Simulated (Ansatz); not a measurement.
# Sb (Pm-3m) in Ansatz: further runs

The runs below take Sb through band structure, single point, equation of state, with LDA.

Program: Ansatz 0.2.0. These are calculated values, not measurements. Logs are shortened: lines on timing, memory, paths and dates and some standing lists are left out, and cuts for length are marked.

### Step 1. The structure

Symmetry: Pm-3m, No. 221, cubic system. The conventional cell has a = 3.160 Å, b = 3.160 Å, c = 3.160 Å, α = 90.00°, β = 90.00°, γ = 90.00°. Sb (site symmetry m-3m) has 6 Sb at 3.16 Å as nearest neighbours.

This isn't the form of Sb at room conditions, which is rhombohedral.

### Step 2. Band structure, LDA

input.yaml reads:

```yaml
crystal:
  lattice:
    - [3.16, 0.0, 0.0]
    - [0.0, 3.16, 0.0]
    - [0.0, 0.0, 3.16]
  atoms:
    - { symbol: Sb, position: [0.0, 0.0, 0.0] }
kpoints:
  mp_grid: { grid: [8, 8, 8] }
  band_path:
    path:
      - [0.0, 0.0, 0.0]
      - [0.0, 0.5, 0.0]
      - [0.5, 0.5, 0.0]
      - [0.0, 0.0, 0.0]
      - [0.5, 0.5, 0.5]
      - [0.0, 0.5, 0.0]
    npoints: 12
scf:
  occupations: { method: fermi_dirac, width: 0.05 }
hamiltonian:
  xc: lda
  pseudopotentials: { kind: all_electron, lapw: { basis_error: 0.001 } }
output:
  forces: true
  stress: true
  eigenvalues: true
```

Potentials or basis: all-electron LAPW, scalar-relativistic.

The run is started by

```bash
ansatz run input.yaml --threads 1 --pin off --max-ram 3072MiB --backend cpu --events-out ev --progress --plain --runs-dir out
```

The log of the run:

```text
Warning: RAYON_NUM_THREADS=1 ignored (pool sized by the plan → 1); use --threads N
LAPW: plane waves up to 6.960 Å⁻¹, error target 1.0e-3 eV per atom; small_component_spin mean_spin; Sb in spheres of 1.580 Å, 23 of its electrons in bands, Dirac shells [] (how accurate: hamiltonian.pseudopotentials.lapw.basis_error, Limitations)
Engine: ansatz 0.2.0, x86_64-unknown-linux-gnu
Pseudopotentials: kind: all_electron
Pseudopotential: Sb, LAPW, valence charge 23, lapw/all_electron/scalar/gaussian/Sb, Koelling and Harmon's equation, gaussian nucleus
Functional definition: SPW92
  exchange = slater_x
  correlation = pw_c
Crystal: 1 atoms, lattice volume = 31.554 Å³
Basis set: ecut = 184.54075183024275 eV, 179 PW (Γ), exchange–correlation at level 2
Bands: 16, of which v1, the nominal top of the filled ones, is band 12 counted from 1 (11 counted from 0)
Symmetry: 48 space group operations
Space group: Pm-3m (ITA 221), of the structure as read, at distance tolerance 3.2e-5 Å
k-points: 35 of 512
Non-local potential: Sb, projectors of the file, none
Initial density: superposition of atomic densities (chi_scale 0.1, normalization cell)
Initial wavefunctions: plane waves of lowest kinetic energy (no species holds an atomic orbital)
Functional: x = slater, c = lda
iter 1 solved again at ethr=6.20e-5 eV; its pass at ethr=1.00e-1 eV (dr2=1.43e-2 eV) is discarded
SCF iter   1: F=—  HF=-176219.590132 eV  |F-HF|=—  |Δ(HF+E_count)|=         —  Δρ=7.99e-3  dr2=1.43e-2  ethr=6.20e-5  ⟨swp⟩=3.3  Hψ=3942  notcnv=0
preconditioner: auto → LDOS  [insulator: Δε(μ)=0.197 eV  Ē_g=11.880 eV  σ=0.050 eV  W_gap=0.52  n_scr=6 (ndim 8)  ℏωp=14.8 eV  f_vac=0.024  D(μ)=0.99/eV (n_scr^D=6)  ε∞_Penn≈2.5  β→1.0]
iter 2 solved again at ethr=2.47e-6 eV; its pass at ethr=6.20e-5 eV (dr2=5.69e-4 eV) is discarded
SCF iter   2: F=—  HF=-176219.586115 eV  |F-HF|=—  |Δ(HF+E_count)|=   4.02e-3  Δρ=2.13e-3  dr2=5.70e-4  ethr=2.47e-6  ⟨swp⟩=2.0  Hψ=2670  notcnv=0
SCF iter   3: F=—  HF=-176219.585082 eV  |F-HF|=—  |Δ(HF+E_count)|=   1.03e-3  Δρ=5.75e-4  dr2=5.95e-5  ethr=2.47e-6  ⟨swp⟩=2.0  Hψ=1562  notcnv=0
SCF iter   4: F=—  HF=-176219.584198 eV  |F-HF|=—  |Δ(HF+E_count)|=   8.85e-4  Δρ=1.59e-4  dr2=7.71e-6  ethr=2.59e-7  ⟨swp⟩=2.0  Hψ=1562  notcnv=0
SCF iter   5: F=—  HF=-176219.584049 eV  |F-HF|=—  |Δ(HF+E_count)|=   1.48e-4  Δρ=3.98e-5  dr2=5.75e-7  ethr=3.35e-8  ⟨swp⟩=2.0  Hψ=1562  notcnv=0
SCF iter   6: F=—  HF=-176219.584041 eV  |F-HF|=—  |Δ(HF+E_count)|=   8.35e-6  Δρ=6.06e-6  dr2=1.93e-8  ethr=2.50e-9  ⟨swp⟩=2.0  Hψ=1562  notcnv=0
SCF iter   7: F=-176219.584041 eV  HF=-176219.584041 eV  |F-HF|=5.53e-10  |Δ(HF+E_count)|=   9.85e-8  Δρ=8.37e-7  dr2=3.84e-10  ethr=8.40e-11  ⟨swp⟩=2.0  Hψ=1562  notcnv=0
SCF 1 converged in 7 iterations: F = -176219.584041 eV  dr2 = 3.84e-10
NSCF: frozen V_eff on 61 k-points
SCF converged after 7 iterations
Free energy (F): -176219.584041 eV
Harris-Foulkes:  -176219.584041 eV  (|F-HF|=5.53e-10)
Internal energy: -176219.576731 eV  (E = F + TS)
E sigma→0 (E₀):  -176219.580386 eV
Entropy (-TS):   -0.007310 eV (-7.310 meV/atom)
Fermi energy:    11.270503 eV
--- Per-component energies (eV) ---
  E_band       = -921.628841
  E_kinetic    = 185662.588884
  E_xc         = -4492.560215
  E_electrostatic = -357389.605400  (all electrons and nuclei)
  E_smearing   = -0.007310  (= −TS)
  E_closure    = 0.000000  (closes the sum)
  E_atoms      = -176214.878511  (free atoms, spherical and without spin; not in F)
  Σ components = -176219.584041   (vs F -176219.584041, Δ=0.00e0)
  Basis errors (estimates in eV, not in F): energy 3.2e-4 per atom: plane waves 3.1e-4 (1.7e-4 summed), levels above the bands 4.6e-64, relativity 2.1e-9, radial functions 6.2e-6, core shells 2.2e-10; eigenvalues (radial functions only) 4.4e-6; not estimated: angular momenta, meshes, grids; target (lapw.basis_error) 1.0e-3; muffin-tin radii Sb 1.580 Å
--- Forces (eV/Å), atoms counted from 1 ---
  atom   1  Sb    -0.00000000     0.00000000     0.00000000
  max |Σ_I F_I| component: 6.41e-31 eV/Å
--- Stress (GPa, compression-positive) ---
       -5.688684      -0.000000       0.000000
       -0.000000      -5.688684       0.000000
        0.000000       0.000000      -5.688684
  P = ⅓ Tr σ = -5.6887 GPa (-56.887 kbar)
--- Band table (eV; the first three rows and the last of 35) ---
  k-point 0: bands = ["-132.3825", "-85.5041", "-85.5041", "-85.5041", "-17.6432", "-17.6432", "-17.4943", "-17.4943", "-17.4943", "-0.6793", "14.4118", "14.4118", "14.4118", "18.5037", "18.5037", "19.1610"]
  k-point 1: bands = ["-132.3825", "-85.5045", "-85.5041", "-85.5041", "-17.6424", "-17.6239", "-17.4998", "-17.4998", "-17.4939", "-0.4684", "12.3627", "14.6140", "14.6140", "18.6883", "19.1038", "21.1871"]
  k-point 2: bands = ["-132.3825", "-85.5052", "-85.5041", "-85.5041", "-17.6405", "-17.5773", "-17.5129", "-17.5129", "-17.4929", "0.1385", "9.4996", "15.1659", "15.1659", "19.2338", "19.7041", "24.8871"]
  k-point 34: bands = ["-132.3823", "-85.5061", "-85.5061", "-85.5061", "-17.5717", "-17.5717", "-17.5717", "-17.4334", "-17.4334", "6.3077", "9.8330", "9.8330", "9.8330", "16.3747", "16.3747", "16.3747"]
```

Wall time 3.9 s (1 thread of Intel Xeon Platinum 8488C (Sapphire Rapids), shared host); peak memory 0.27 GiB.

Results:

```yaml
Free_energy: -176219.5840 eV
Pressure: -5.7 GPa
Band_gap_along_the_path: none (metal or under the smearing width)
```

Levels at the corners of the path, in eV from the Fermi level:
```csv
point,band 7,band 8,band 9,band 10,band 11,band 12,band 13,band 14,band 15,band 16
Γ,-28.76,-28.76,-28.76,-11.95,3.14,3.14,3.14,7.23,7.23,7.89
X,-28.80,-28.78,-28.76,-9.75,-5.11,4.94,4.94,9.48,10.45,11.32
M,-28.80,-28.80,-28.71,-7.46,-3.21,-3.21,2.50,6.73,13.09,13.09
Γ,-28.76,-28.76,-28.76,-11.95,3.14,3.14,3.14,7.23,7.23,7.89
R,-28.84,-28.70,-28.70,-4.96,-1.44,-1.44,-1.44,5.10,5.10,5.10
X,-28.80,-28.78,-28.76,-9.75,-5.11,4.94,4.94,9.48,10.45,11.32
```

Caveat: spin-orbit coupling is left out, which moves the levels of the heavy elements.

### Step 3. Single point, LDA, 29.66 Å³/atom (volume scaled by 0.94)

input.yaml reads:

```yaml
crystal:
  lattice:
    - [3.0954921035, 0.0, 0.0]
    - [0.0, 3.0954921035, 0.0]
    - [0.0, 0.0, 3.0954921035]
  atoms:
    - { symbol: Sb, position: [0.0, 0.0, 0.0] }
kpoints:
  mp_grid: { grid: [8, 8, 8] }
scf:
  occupations: { method: fermi_dirac, width: 0.05 }
hamiltonian:
  xc: lda
  pseudopotentials: { kind: all_electron, lapw: { basis_error: 0.001 } }
output:
  forces: true
  stress: true
  eigenvalues: true
```

Potentials or basis: all-electron LAPW, scalar-relativistic.

The run is started by

```bash
ansatz run input.yaml --threads 1 --pin off --max-ram 3072MiB --backend cpu --events-out ev --progress --plain --runs-dir out
```

Run time: 2.5 s. Hardware: 1 thread of Intel Xeon Platinum 8488C (Sapphire Rapids), shared host; peak memory 0.28 GiB.

It converged, with:

- Free energy: -176219.6353 eV
- Pressure: -2.8 GPa
- Band gap on the k mesh: none (metal or under the smearing width)

### Step 4. Single point, LDA, 30.29 Å³/atom (volume scaled by 0.96)

Changes to input.yaml since step 3:

```diff
@@ -2,5 +2,5 @@
   lattice:
-    - [3.0954921035, 0.0, 0.0]
-    - [0.0, 3.0954921035, 0.0]
-    - [0.0, 0.0, 3.0954921035]
+    - [3.117292062, 0.0, 0.0]
+    - [0.0, 3.117292062, 0.0]
+    - [0.0, 0.0, 3.117292062]
   atoms:
```

The run is started by

```bash
ansatz run input.yaml --threads 1 --pin off --max-ram 3072MiB --backend cpu --events-out ev --progress --plain --runs-dir out
```

Run time: 2.6 s. Hardware: 1 thread of Intel Xeon Platinum 8488C (Sapphire Rapids), shared host; peak memory 0.27 GiB.

It converged, with:

```yaml
Free_energy: -176219.6221 eV
Pressure: -3.9 GPa
Band_gap_on_the_k_mesh: none (metal or under the smearing width)
```

### Step 5. Single point, LDA, 30.92 Å³/atom (volume scaled by 0.98)

Changes to input.yaml since step 4:

```diff
@@ -2,5 +2,5 @@
   lattice:
-    - [3.117292062, 0.0, 0.0]
-    - [0.0, 3.117292062, 0.0]
-    - [0.0, 0.0, 3.117292062]
+    - [3.1387913073, 0.0, 0.0]
+    - [0.0, 3.1387913073, 0.0]
+    - [0.0, 0.0, 3.1387913073]
   atoms:
```

The run is started by

```bash
ansatz run input.yaml --threads 1 --pin off --max-ram 3072MiB --backend cpu --events-out ev --progress --plain --runs-dir out
```

It took 2.5 s on 1 thread of Intel Xeon Platinum 8488C (Sapphire Rapids), shared host; peak memory 0.27 GiB.

It converged, with:

```yaml
Free_energy: -176219.6048 eV
Pressure: -4.8 GPa
Band_gap_on_the_k_mesh: none (metal or under the smearing width)
```

### Step 6. Single point, LDA, 31.55 Å³/atom

Changes to input.yaml since step 5:

```diff
@@ -2,5 +2,5 @@
   lattice:
-    - [3.1387913073, 0.0, 0.0]
-    - [0.0, 3.1387913073, 0.0]
-    - [0.0, 0.0, 3.1387913073]
+    - [3.16, 0.0, 0.0]
+    - [0.0, 3.16, 0.0]
+    - [0.0, 0.0, 3.16]
   atoms:
```

Potentials or basis: all-electron LAPW, scalar-relativistic.

The run is started by

```bash
ansatz run input.yaml --threads 1 --pin off --max-ram 3072MiB --backend cpu --events-out ev --progress --plain --runs-dir out
```

It took 2.7 s on 1 thread of Intel Xeon Platinum 8488C (Sapphire Rapids), shared host; peak memory 0.27 GiB.

Results (log left out):

| Quantity | Value |
| --- | --- |
| Free energy | -176219.5840 eV |
| Pressure | -5.7 GPa |
| Band gap on the k mesh | none (metal or under the smearing width) |

### Step 7. Single point, LDA, 32.19 Å³/atom (volume scaled by 1.02)

Changes to input.yaml since step 6:

```diff
@@ -2,5 +2,5 @@
   lattice:
-    - [3.16, 0.0, 0.0]
-    - [0.0, 3.16, 0.0]
-    - [0.0, 0.0, 3.16]
+    - [3.1809277622, 0.0, 0.0]
+    - [0.0, 3.1809277622, 0.0]
+    - [0.0, 0.0, 3.1809277622]
   atoms:
```

The run is started by

```bash
ansatz run input.yaml --threads 1 --pin off --max-ram 3072MiB --backend cpu --events-out ev --progress --plain --runs-dir out
```

It took 2.8 s on 1 thread of Intel Xeon Platinum 8488C (Sapphire Rapids), shared host; peak memory 0.27 GiB.

It converged, with:

```yaml
Free_energy: -176219.5601 eV
Pressure: -6.4 GPa
Band_gap_on_the_k_mesh: none (metal or under the smearing width)
```

### Step 8. Single point, LDA, 32.82 Å³/atom (volume scaled by 1.04)

Changes to input.yaml since step 7:

```diff
@@ -2,5 +2,5 @@
   lattice:
-    - [3.1809277622, 0.0, 0.0]
-    - [0.0, 3.1809277622, 0.0]
-    - [0.0, 0.0, 3.1809277622]
+    - [3.2015837161, 0.0, 0.0]
+    - [0.0, 3.2015837161, 0.0]
+    - [0.0, 0.0, 3.2015837161]
   atoms:
```

The run is started by

```bash
ansatz run input.yaml --threads 1 --pin off --max-ram 3072MiB --backend cpu --events-out ev --progress --plain --runs-dir out
```

Wall time 2.9 s (1 thread of Intel Xeon Platinum 8488C (Sapphire Rapids), shared host); peak memory 0.27 GiB.

Results (log left out):

- Free energy: -176219.5335 eV
- Pressure: -7.1 GPa
- Band gap on the k mesh: none (metal or under the smearing width)

### Step 9. Single point, LDA, 33.45 Å³/atom (volume scaled by 1.06)

Changes to input.yaml since step 8:

```diff
@@ -2,5 +2,5 @@
   lattice:
-    - [3.2015837161, 0.0, 0.0]
-    - [0.0, 3.2015837161, 0.0]
-    - [0.0, 0.0, 3.2015837161]
+    - [3.2219765189, 0.0, 0.0]
+    - [0.0, 3.2219765189, 0.0]
+    - [0.0, 0.0, 3.2219765189]
   atoms:
```

Potentials or basis: all-electron LAPW, scalar-relativistic.

The run is started by

```bash
ansatz run input.yaml --threads 1 --pin off --max-ram 3072MiB --backend cpu --events-out ev --progress --plain --runs-dir out
```

Wall time 2.9 s (1 thread of Intel Xeon Platinum 8488C (Sapphire Rapids), shared host); peak memory 0.28 GiB.

It converged, with:

```
Free energy            : -176219.5045 eV
Pressure               : -7.6 GPa
Band gap on the k mesh : none (metal or under the smearing width)
```

### Step 10. Equation of state, LDA

This step only gathers the single runs of the series.

What came out:

```
Equilibrium volume : 28.34 Å³/atom (rough: see the caveat)
Bulk modulus       : 69 GPa (rough)
```

Energy against volume, from the lowest point:
```tsv
volume (Å³/atom)	energy (meV/atom)
29.661	0.00
30.292	13.20
30.923	30.45
31.554	51.24
32.186	75.14
32.817	101.78
33.448	130.79
```

Caveat: the minimum lies outside the volumes run.
